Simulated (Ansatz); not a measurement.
`C[Si](C)(C)C1C=CC=C1` + `C[NH][GeH3]` → `C[N]([GeH3])[Si](C)(C)C` + `C1=CCC=C1`  (ligand exchange at the Si–C bond)

Calculated with Ansatz (gas phase, PBE0-D4/def2-TZVP geometries, no zero-point term in ΔE). CBS: MP2 limit from def2 TZ/QZ plus the TZ coupled-cluster correction, frozen cores. Functionals use def2-TZVPP. For Ge outer-core shells are correlated without core-valence functions, which leaves a few kJ/mol of doubt a bond. Scalar relativity is left out up to krypton. One conformer a species, not always the lowest.

`C[Si](C)(C)C1C=CC=C1`:

```xyz
23

C    -0.289   -1.250   -2.086
Si   -0.429    0.069   -0.763
C    -1.845   -0.315    0.392
C    -0.687    1.736   -1.579
C     1.236    0.128    0.197
C     1.390   -1.156    0.908
C     1.240   -0.944    2.236
C     1.057    0.470    2.468
C     1.095    1.120    1.282
H    -0.169   -2.243   -1.647
H     0.565   -1.067   -2.744
H    -1.188   -1.267   -2.708
H    -1.927    0.434    1.181
H    -2.786   -0.329   -0.165
H    -1.717   -1.291    0.866
H    -1.583    1.721   -2.207
H    -0.815    2.528   -0.837
H     0.160    2.005   -2.217
H     1.986    0.351   -0.568
H     1.552   -2.109    0.422
H     1.248   -1.704    3.007
H     0.908    0.926    3.438
H     0.996    2.185    1.127
```

`C[NH][GeH3]`:

```xyz
10

C     0.718   -0.585   -1.054
N    -0.520   -0.460   -0.309
Ge   -0.596    0.789    1.037
H     0.576   -1.243   -1.916
H     1.569   -0.970   -0.473
H     1.008    0.394   -1.447
H    -0.876   -1.362   -0.024
H    -1.977    0.663    1.696
H    -0.409    2.168    0.382
H     0.509    0.604    2.108
```

`C[N]([GeH3])[Si](C)(C)C`:

```xyz
22

C     0.845    0.991   -1.724
N     0.445    0.884   -0.328
Ge    1.247    2.113    0.775
Si   -0.409   -0.546    0.157
C     0.591   -2.079   -0.253
C    -0.734   -0.495    1.997
C    -2.043   -0.642   -0.757
H     0.191    0.390   -2.364
H     1.874    0.650   -1.904
H     0.771    2.024   -2.083
H     2.752    1.805    0.955
H     0.556    2.119    2.143
H     1.117    3.488    0.089
H     0.819   -2.134   -1.321
H     1.540   -2.085    0.291
H     0.045   -2.989    0.013
H    -1.330    0.375    2.285
H     0.187   -0.484    2.584
H    -1.295   -1.390    2.282
H    -1.908   -0.667   -1.841
H    -2.671    0.220   -0.519
H    -2.588   -1.547   -0.476
```

`C1=CCC=C1`:

Z-matrix (Å, degrees):
```
C
C 1 1.493
C 1 1.493 2 103.4
H 1 1.098 2 112.0 3 -120.7
H 1 1.098 2 111.9 3 120.7
C 2 1.342 1 109.1 3 0.0
H 2 1.081 1 124.1 3 -180.0
C 3 1.342 1 109.1 2 -0.0
H 3 1.081 1 124.1 2 -180.0
H 6 1.082 2 126.1 1 180.0
H 8 1.082 3 126.1 1 -180.0
```

```tsv
level	ΔE (kcal/mol)
CAM-B3LYP	-11.4
HF/def2-QZVPP	-14.2
```

Task: What does CCSD(T)/CBS give? (Estimate.)

Result: The calculation gave: -10.6 kcal/mol. The listed levels differ from it by -0.8, -3.6 kcal/mol.

Largest T1 diagnostic among the species: 0.011.

Leaving LDA and LC-ωPBE aside and taking each functional with its dispersion term where it has one, the values, not all of them listed here, spread over 4.4 kcal/mol, from BHLYP-D4 to revPBE-D4. At CCSD(T), def2-SVP lies +0.8 kcal/mol from the extrapolated value and def2-TZVPP −0.2 kcal/mol. In def2-TZVPP, CCSD(T) changes the Hartree–Fock value by +3.3 kcal/mol (the triples alone add +0.9 kcal/mol) and MP2 by +5.7 kcal/mol.

CCSD(T)/CBS has its own doubt, a few kJ/mol and more with outer-core shells, so smaller differences from it don't rank the levels.
